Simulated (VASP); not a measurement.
# SnSe (Pm-3m) in VASP: further runs

The runs below take SnSe through relaxation of cell and atoms, relaxation of the atoms, with PBE+D3(BJ).

Program: VASP 6.6.1. These are calculated values, not measurements. Logs are shortened: lines on timing, memory, paths and dates and some standing lists are left out, and cuts for length are marked.

## 1. Starting point

The structure is cubic, space group Pm-3m (No. 221). The conventional cell has a = 3.633 Å, b = 3.633 Å, c = 3.633 Å, α = 90.00°, β = 90.00°, γ = 90.00°. Sn (site symmetry m-3m) has 8 Se at 3.15 Å as nearest neighbours. Around Se (site symmetry m-3m) lie 8 Sn at 3.15 Å.

Measurements of this composition are mostly on another form, of space group No. 62.

## 2. Relaxation of cell and atoms, PBE+D3(BJ)

INCAR

```
  ALGO = Normal
  EDIFF = 1E-7
  EDIFFG = -0.005
  ENCUT = 600
  GGA = PE
  IBRION = 2
  ISIF = 3
  ISMEAR = 0
  IVDW = 12
  LASPH = T
  LCHARG = F
  LREAL = F
  LWAVE = F
  NELM = 80
  NSW = 90
  PREC = Accurate
  SIGMA = 0.03
```

KPOINTS

```
k-points
0
Gamma
  8 8 8
```

POSCAR

```
SnSe                                    
1.0
    3.6332853109      0.0000000000      0.0000000000
    0.0000000000      3.6332853109      0.0000000000
    0.0000000000     -0.0000000000      3.6332853109
  Sn              Se            
     1     1
Direct
     0.5000000000000000    0.5000000000000000    0.5000000000000000
     0.0000000000000000    0.0000000000000000    0.0000000000000000
```

Potentials or basis: VASP PAW PBE potentials, release 64 (Sn_d, Se).

Launch:

```sh
$ cat potpaw_PBE.64/Sn_d/POTCAR potpaw_PBE.64/Se/POTCAR > POTCAR
$ mpirun -np 1 vasp_std > vasp.out
```

OUTCAR:

```text
EDIFF = 1E-7
   EDIFFG = -0.005
   ENCUT = 600
   GGA = PE
   IBRION = 2
   ISIF = 3
   ISMEAR = 0
   IVDW = 12
   LASPH = T
   LREAL = F
   NELM = 80
   NSW = 90
   PREC = Accurate
 IVDW          = 12

 ion  position               nearest neighbor table
   1  0.500  0.500  0.500-   2 3.15   2 3.15   2 3.15   2 3.15   2 3.15   2 3.15   2 3.15   2 3.15

   2  0.000  0.000  0.000-   1 3.15   1 3.15   1 3.15   1 3.15   1 3.15   1 3.15   1 3.15   1 3.15

  LATTYP: Found a simple cubic cell.
 ALAT       =     3.6332853109

  Lattice vectors:

 A1 = (   3.6332853109,   0.0000000000,   0.0000000000)
 A2 = (   0.0000000000,   3.6332853109,   0.0000000000)
 A3 = (   0.0000000000,   0.0000000000,   3.6332853109)

Analysis of symmetry for initial positions (statically):
=====================================================================
 Subroutine PRICEL returns:
 Original cell was already a primitive cell.

 Routine SETGRP: Setting up the symmetry group for a
 simple cubic supercell.

 Subroutine GETGRP returns: Found 48 space group operations
 (whereof 48 operations were pure point group operations)
 out of a pool of 48 trial point group operations.

The static configuration has the point symmetry O_h .

Analysis of symmetry for dynamics (positions and initial velocities):
=====================================================================
 Subroutine PRICEL returns:
 Original cell was already a primitive cell.

 Routine SETGRP: Setting up the symmetry group for a
 simple cubic supercell.

 Subroutine GETGRP returns: Found 48 space group operations
 (whereof 48 operations were pure point group operations)
 out of a pool of 48 trial point group operations.

The dynamic configuration has the point symmetry O_h .

 Subroutine INISYM returns: Found 48 space group operations
 (whereof 48 operations are pure point group operations),
 and found     1 'primitive' translations

----------------------------------------------------------------------------------------

                                     Primitive cell

  volume of cell :      47.9621

  direct lattice vectors                    reciprocal lattice vectors
     3.633285311  0.000000000  0.000000000     0.275232996  0.000000000  0.000000000
     0.000000000  3.633285311  0.000000000     0.000000000  0.275232996  0.000000000
     0.000000000  0.000000000  3.633285311     0.000000000  0.000000000  0.275232996

  length of vectors
     3.633285311  3.633285311  3.633285311     0.275232996  0.275232996  0.275232996

  position of ions in fractional coordinates (direct lattice)
     0.500000000  0.500000000  0.500000000
     0.000000000  0.000000000  0.000000000

  ion indices of the primitive-cell ions
   primitive index   ion index
                 1           1
                 2           2

----------------------------------------------------------------------------------------

 KPOINTS: k-points

Automatic generation of k-mesh.
 Grid dimensions read from file:
 generate k-points for:    8    8    8

 Generating k-lattice:

  Cartesian coordinates                     Fractional coordinates (reciprocal lattice)
     0.034404124  0.000000000  0.000000000     0.125000000  0.000000000  0.000000000
     0.000000000  0.034404124  0.000000000     0.000000000  0.125000000  0.000000000
     0.000000000  0.000000000  0.034404124     0.000000000  0.000000000  0.125000000

  Length of vectors
     0.034404124  0.034404124  0.034404124

  Shift w.r.t. Gamma in fractional coordinates (k-lattice)
     0.000000000  0.000000000  0.000000000

 Subroutine IBZKPT returns following result:
 ===========================================

 Found     35 irreducible k-points:

 Following reciprocal coordinates:
            Coordinates               Weight
  0.000000  0.000000  0.000000      1.000000
  0.125000  0.000000  0.000000      6.000000
  0.250000  0.000000  0.000000      6.000000
  0.375000  0.000000  0.000000      6.000000
  0.500000  0.000000  0.000000      3.000000
  0.125000  0.125000  0.000000     12.000000
[... 16 lines left out ...]
  0.375000  0.375000  0.125000     24.000000
  0.500000  0.375000  0.125000     24.000000
 [... further k-points ...]
   k-points           NKPTS =     35   k-points in BZ     NKDIM =     35   number of bands    NBANDS=     14
   number of dos      NEDOS =    301   number of ions     NIONS =      2
   total plane-waves  NPLWV =  27000
   dimension x,y,z NGX =    30 NGY =   30 NGZ =   30
   dimension x,y,z NGXF=    60 NGYF=   60 NGZF=   60
   ions per type =               1   1
   NGX,Y,Z   is equivalent  to a cutoff of  13.73, 13.73, 13.73 a.u.
   NGXF,Y,Z  is equivalent  to a cutoff of  27.45, 27.45, 27.45 a.u.
 SYSTEM =  unknown system
   PREC   = accura    normal or accurate (medium, high low for compatibility)
   ISTART =      0    job   : 0-new  1-cont  2-samecut
   ICHARG =      2    charge: 1-file 2-atom 10-const
   ISPIN  =      1    spin polarized calculation?
   LNONCOLLINEAR =      F non collinear calculations
   LSORBIT =      F    spin-orbit coupling
   LASPH  =      T    aspherical Exc in radial PAW
   ENCUT  =  600.0 eV  44.10 Ry    6.64 a.u.   7.26  7.26  7.26*2*pi/ulx,y,z
   NELM   =     80;   NELMIN=  2; NELMDL= -5     # of ELM steps
   EDIFF  = 0.1E-06   stopping-criterion for ELM
   LREAL  =      F    real-space projection
   EDIFFG = -.5E-02   stopping-criterion for IOM
   NSW    =     90    number of steps for IOM
   IBRION =      2    ionic relax: 0-MD 1-quasi-New 2-CG
   NFREE  =      1    steps in history (QN), initial steepest desc. (CG)
   ISIF   =      3    stress and relaxation
   ISYM   =      2    0-nonsym 1-usesym 2-fastsym
   POTIM  = 0.5000    time-step for ionic-motion
   TEBEG  =    0.0;   TEEND  =   0.0 temperature during run
   PSTRESS=    0.0 pullay stress
   NELECT =      20.0000    total number of electrons
   NUPDOWN=      -1.0000    fix difference up-down
   EMIN   =  10.00;   EMAX   =-10.00  energy-range for DOS
   EFERMI =   0.00;   METHOD = LEGACY
   ISMEAR =     0;   SIGMA  =   0.03  broadening in eV -4-tet -1-fermi 0-gaus
   EFERMI_NEDOS =   21; number of points for ismear=-14 and -15
   IALGO  =     38    algorithm
   IMIX   =      4    mixing-type and parameters
     AMIX     =   0.40;   BMIX     =  1.00
     AMIX_MAG =   1.60;   BMIX_MAG =  1.00
  volume/ion in A,a.u.               =      23.98       161.83
  Fermi-wavevector in a.u.,A,eV,Ry     =   1.223072  2.311271 20.353022  1.495905
  Thomas-Fermi vector in A             =   2.358196
   LORBIT       =      0    0 simple, 1 ext, 2 COOP (PROOUT), +10 PAW based schemes
   GGA     = PE    functional components
   LHFCALC =     F    Hartree Fock is set to
   AEXX    =    0.0000 exact exchange contribution
   IVDW    =    12    specifies the selected vdW correction
   LEPSILON=     F    determine dielectric tensor
   LRPA    =     F    only Hartree local field effects (RPA)
 conjugate gradient relaxation of ions
 non-spin polarized calculation
 Gauss-broadening in eV      SIGMA  =   0.03
  energy-cutoff  :      600.00
  volume of cell :       47.96
 maximum number of plane-waves:      1628
 NGX is ok and might be reduce to    30
   NGX = 15   NGY = 15   NGZ = 15

 number of electron      20.0000003 magnetization

 Free energy of the ion-electron system (eV)
  ---------------------------------------------------
  ext. energy  EPLUGINS =         0.00000000
  ---------------------------------------------------
  free energy    TOTEN  =        -7.69436639 eV

  energy without entropy =       -7.69352751  energy(sigma->0) =       -7.69394695

 E-fermi :   6.6553     XC(G=0): -10.3514

 val. band max:        6.6494198035   @ k =   0.3750   0.1250   0.0000
 cond. band min:       6.6973409074   @ k =   0.3750   0.3750   0.3750
 fundamental gap:      0.0479211039
 Fermi energy:         6.6553083491

 k-point     1 :       0.0000    0.0000    0.0000
  band No.  band energies     occupation
      1     -14.9519      2.00000
      2     -14.9519      2.00000
      3     -14.8680      2.00000
      4     -14.8680      2.00000
      5     -14.8680      2.00000
      6      -7.2683      2.00000
      7       0.9960      2.00000
      8       4.7009      2.00000
      9       4.7009      2.00000
     10       4.7009      2.00000
     11      10.9777      0.00000
     12      10.9777      0.00000
     13      12.9558      0.00000
     14      12.9558      0.00000

 k-point     2 :       0.1250    0.0000    0.0000
  band No.  band energies     occupation
      1     -14.9514      2.00000
      2     -14.9421      2.00000
      3     -14.8713      2.00000
      4     -14.8713      2.00000
      5     -14.8677      2.00000
      6      -7.1480      2.00000
      7       0.5640      2.00000
      8       4.7349      2.00000
      9       4.8435      2.00000
     10       4.8435      2.00000
     11      11.1305      0.00000
     12      11.2050      0.00000
     13      12.4957      0.00000
     14      12.4957      0.00000

 k-point     3 :       0.2500    0.0000    0.0000
  band No.  band energies     occupation
      1     -14.9502      2.00000
      2     -14.9184      2.00000
      3     -14.8792      2.00000
      4     -14.8792      2.00000
      5     -14.8670      2.00000
      6      -6.8177      2.00000
      7      -0.4488      2.00000
      8       5.0483      2.00000
      9       5.2399      2.00000
     10       5.2399      2.00000
     11       9.9739      0.00000
     12      11.4123      0.00000
     13      11.4123      0.00000
     14      11.5857      0.00000
[... 324 lines left out ...]
 k-point    23 :       0.3750    0.3750    0.1250
  band No.  band energies     occupation
      1     -14.9154      2.00000
      2     -14.9101      2.00000
      3     -14.8886      2.00000
      4     -14.8879      2.00000
      5     -14.8615      2.00000
      6      -5.6437      2.00000
      7      -0.3120      2.00000
      8       1.9540      2.00000
      9       3.7201      2.00000
     10       5.5101      2.00000
     11       8.8836      0.00000
     12      10.0680      0.00000
     13      10.9219      0.00000
     14      14.6003      0.00000

 k-point    24 :       0.5000    0.3750    0.1250
  band No.  band energies     occupation
      1     -14.9202      2.00000
      2     -14.9079      2.00000
      3     -14.8915      2.00000
      4     -14.8876      2.00000
      5     -14.8533      2.00000
      6      -5.5029      2.00000
      7      -0.1546      2.00000
      8       2.0238      2.00000
      9       2.7822      2.00000
     10       5.7248      2.00000
     11       9.0014      0.00000
     12       9.8310      0.00000
     13      11.0774      0.00000
     14      14.2542      0.00000

 [... further k-points ...]

------------------------ aborting loop because EDIFF is reached ----------------------------------------

 Edisp (eV)   -0.79976

 E8    (eV) :    -0.3579

  FORCE on cell =-STRESS in cart. coord.  units (eV):
  Direction    XX          YY          ZZ          XY          YZ          ZX
  --------------------------------------------------------------------------------------
  -------------------------------------------------------------------------------------
  Total       0.00561     0.00561     0.00561     0.00000     0.00000    -0.00000
  in kB       0.18752     0.18752     0.18752     0.00000     0.00000    -0.00000
  external pressure =        0.19 kB  Pullay stress =        0.00 kB

 VOLUME and BASIS-vectors are now :
 -----------------------------------------------------------------------------
  energy-cutoff  :      600.00
  volume of cell :       47.96
      direct lattice vectors                 reciprocal lattice vectors
     3.633285311  0.000000000  0.000000000     0.275232996  0.000000000  0.000000000
     0.000000000  3.633285311  0.000000000     0.000000000  0.275232996  0.000000000
     0.000000000  0.000000000  3.633285311     0.000000000  0.000000000  0.275232996

 POSITION                                       TOTAL-FORCE (eV/Angst)
 -----------------------------------------------------------------------------------
      1.81664      1.81664      1.81664         0.000000      0.000000      0.000000
      0.00000      0.00000      0.00000         0.000000      0.000000      0.000000
 -----------------------------------------------------------------------------------
    total drift:                                0.000000      0.000000      0.000000

  FREE ENERGIE OF THE ION-ELECTRON SYSTEM (eV)
  ---------------------------------------------------
  free  energy   TOTEN  =        -8.4941248790 eV

  energy  without entropy=       -8.4932860065  energy(sigma->0) =       -8.49370544

 reached required accuracy - stopping structural energy minimisation
```

Run time: 12 s. Hardware: 1 thread of Intel Xeon 6975P-C (Granite Rapids), shared host; peak memory 0.19 GiB.

What came out:

* Free energy: -8.4941 eV
* Pressure after relaxing: 0.0 GPa
* Band gap on the k mesh: none (metal or under the smearing width)
* Dispersion energy per atom: -0.400 eV

Final structure:
```
Sn Se
1.0
     3.63329    0.00000    0.00000
     0.00000    3.63329    0.00000
     0.00000    0.00000    3.63329
Sn Se
1 1
Cartesian
  1.8166 1.8166 1.8166
  0.0000 0.0000 0.0000
```

Levels at points of the mesh, in eV from the Fermi level:
```csv
k point,band 7,band 8,band 9,band 10,band 11,band 12,band 13,band 14
"(0.00, 0.00, 0.00)",-5.66,-1.95,-1.95,-1.95,4.32,4.32,6.30,6.30
"(0.50, 0.00, 0.00)",-8.55,-0.62,-0.62,-0.06,0.54,3.15,3.15,6.32
"(0.50, 0.50, 0.00)",-6.12,-5.20,-5.20,-0.18,4.22,4.22,4.90,6.53
"(0.50, 0.50, 0.50)",-4.43,-3.13,-3.13,-3.13,-1.19,-1.19,-1.19,14.35
```

Caveat: the relaxation stopped at its first step, so nothing moved; pairwise dispersion overbinds metals, which lowers pressure and volume.

## 3. Relaxation of the atoms, PBE+D3(BJ) (a relaxed cell with its volume scaled by 0.94)

INCAR

```
  ALGO = Fast
  EDIFF = 1E-7
  EDIFFG = -0.01
  ENCUT = 600
  GGA = PE
  IBRION = 2
  ISIF = 2
  ISMEAR = 0
  IVDW = 12
  LASPH = T
  LCHARG = F
  LREAL = F
  LWAVE = F
  NELM = 80
  NSW = 40
  PREC = Accurate
  SIGMA = 0.03
```

KPOINTS is that of step 2.

POSCAR

```
SnSe                                    
1.0
    3.5591158196      0.0000000000      0.0000000000
    0.0000000000      3.5591158196      0.0000000000
    0.0000000000      0.0000000000      3.5591158196
  Sn              Se            
     1     1
Direct
     0.5000000000000000    0.5000000000000000    0.5000000000000000
     0.0000000000000000    0.0000000000000000    0.0000000000000000
```

Potentials or basis: VASP PAW PBE potentials, release 64 (Sn_d, Se).

Launch:

```sh
$ cat potpaw_PBE.64/Sn_d/POTCAR potpaw_PBE.64/Se/POTCAR > POTCAR
$ mpirun -np 1 vasp_std > vasp.out
```

OUTCAR:

```text
EDIFF = 1E-7
   EDIFFG = -0.01
   ENCUT = 600
   GGA = PE
   IBRION = 2
   ISIF = 2
   ISMEAR = 0
   IVDW = 12
   LASPH = T
   LREAL = F
   NELM = 80
   NSW = 40
   PREC = Accurate
 IVDW          = 12

 ion  position               nearest neighbor table
   1  0.500  0.500  0.500-   2 3.08   2 3.08   2 3.08   2 3.08   2 3.08   2 3.08   2 3.08   2 3.08

   2  0.000  0.000  0.000-   1 3.08   1 3.08   1 3.08   1 3.08   1 3.08   1 3.08   1 3.08   1 3.08

  LATTYP: Found a simple cubic cell.
 ALAT       =     3.5591158196

  Lattice vectors:

[... 601 lines left out ...]

 E8    (eV) :    -0.3798

  FORCE on cell =-STRESS in cart. coord.  units (eV):
  Direction    XX          YY          ZZ          XY          YZ          ZX
  --------------------------------------------------------------------------------------
  -------------------------------------------------------------------------------------
  Total       0.98019     0.98019     0.98019     0.00000    -0.00000     0.00000
  in kB      34.83326    34.83326    34.83326     0.00000    -0.00000     0.00000
  external pressure =       34.83 kB  Pullay stress =        0.00 kB

 VOLUME and BASIS-vectors are now :
 -----------------------------------------------------------------------------
  energy-cutoff  :      600.00
  volume of cell :       45.08
      direct lattice vectors                 reciprocal lattice vectors
     3.559115820  0.000000000  0.000000000     0.280968659  0.000000000  0.000000000
     0.000000000  3.559115820  0.000000000     0.000000000  0.280968659  0.000000000
     0.000000000  0.000000000  3.559115820     0.000000000  0.000000000  0.280968659

 POSITION                                       TOTAL-FORCE (eV/Angst)
 -----------------------------------------------------------------------------------
      1.77956      1.77956      1.77956         0.000000      0.000000      0.000000
      0.00000      0.00000      0.00000         0.000000      0.000000      0.000000
 -----------------------------------------------------------------------------------
    total drift:                                0.000000      0.000000      0.000000

  FREE ENERGIE OF THE ION-ELECTRON SYSTEM (eV)
  ---------------------------------------------------
  free  energy   TOTEN  =        -8.4669985744 eV

  energy  without entropy=       -8.4668890389  energy(sigma->0) =       -8.46694381

 reached required accuracy - stopping structural energy minimisation
```

CONTCAR:

```text
SnSe
   1.00000000000000
     3.5591158196000001    0.0000000000000000    0.0000000000000000
     0.0000000000000000    3.5591158196000001    0.0000000000000000
     0.0000000000000000    0.0000000000000000    3.5591158196000001
  Sn              Se
     1     1
Direct
     0.5000000000000000    0.5000000000000000    0.5000000000000000
     0.0000000000000000    0.0000000000000000    0.0000000000000000

  0.00000000E+00  0.00000000E+00  0.00000000E+00
  0.00000000E+00  0.00000000E+00  0.00000000E+00
```

Run time: 11 s. Hardware: 1 thread of Intel Xeon 6975P-C (Granite Rapids), shared host; peak memory 0.17 GiB.

What came out:

* Free energy: -8.4670 eV
* Pressure after relaxing: 3.5 GPa
* Band gap on the k mesh: none (metal or under the smearing width)
* Dispersion energy per atom: -0.425 eV

Final structure:
```
Sn Se
1.0
     3.55912    0.00000    0.00000
     0.00000    3.55912    0.00000
     0.00000    0.00000    3.55912
Sn Se
1 1
Cartesian
  1.7796 1.7796 1.7796
  0.0000 0.0000 0.0000
```

Caveat: the relaxation stopped at its first step, so nothing moved; pairwise dispersion overbinds metals, which lowers pressure and volume.

## 4. Relaxation of the atoms, PBE+D3(BJ) (a relaxed cell with its volume scaled by 0.96)

INCAR is that of step 3.

KPOINTS is that of step 3.

POSCAR

```
SnSe                                    
1.0
    3.5841808413      0.0000000000      0.0000000000
    0.0000000000      3.5841808413      0.0000000000
    0.0000000000      0.0000000000      3.5841808413
  Sn              Se            
     1     1
Direct
     0.5000000000000000    0.5000000000000000    0.5000000000000000
     0.0000000000000000    0.0000000000000000    0.0000000000000000
```

Launch:

```sh
$ cat potpaw_PBE.64/Sn_d/POTCAR potpaw_PBE.64/Se/POTCAR > POTCAR
$ mpirun -np 1 vasp_std > vasp.out
```

Run time: 13 s. Hardware: 1 thread of Intel Xeon 6975P-C (Granite Rapids), shared host; peak memory 0.19 GiB.

The run converged. Its results:

```yaml
Free_energy: -8.4832 eV
Pressure_after_relaxing: 1.9 GPa
Band_gap_on_the_k_mesh: none (metal or under the smearing width)
Dispersion_energy_per_atom: -0.416 eV
```

Final structure:
```
CELL_PARAMETERS angstrom
3.58418 0.00000 0.00000
0.00000 3.58418 0.00000
0.00000 0.00000 3.58418
ATOMIC_POSITIONS crystal
Sn 0.50000 0.50000 0.50000
Se 0.00000 0.00000 0.00000
```

Levels at points of the mesh, in eV from the Fermi level:
| k point | band 8 | band 9 | band 10 | band 11 | band 12 | band 13 |
| --- | --- | --- | --- | --- | --- | --- |
| (0.00, 0.00, 0.00) | -2.09 | -2.09 | -2.09 | 4.23 | 4.23 | 6.61 |
| (0.50, 0.00, 0.00) | -0.68 | -0.68 | -0.02 | 0.69 | 3.21 | 3.21 |
| (0.50, 0.50, 0.00) | -5.49 | -5.49 | -0.22 | 4.37 | 4.37 | 5.11 |
| (0.50, 0.50, 0.50) | -3.33 | -3.33 | -3.33 | -1.33 | -1.33 | -1.33 |

Caveat: the relaxation stopped at its first step, so nothing moved; pairwise dispersion overbinds metals, which lowers pressure and volume.

(Continued in part 2 of 2.)
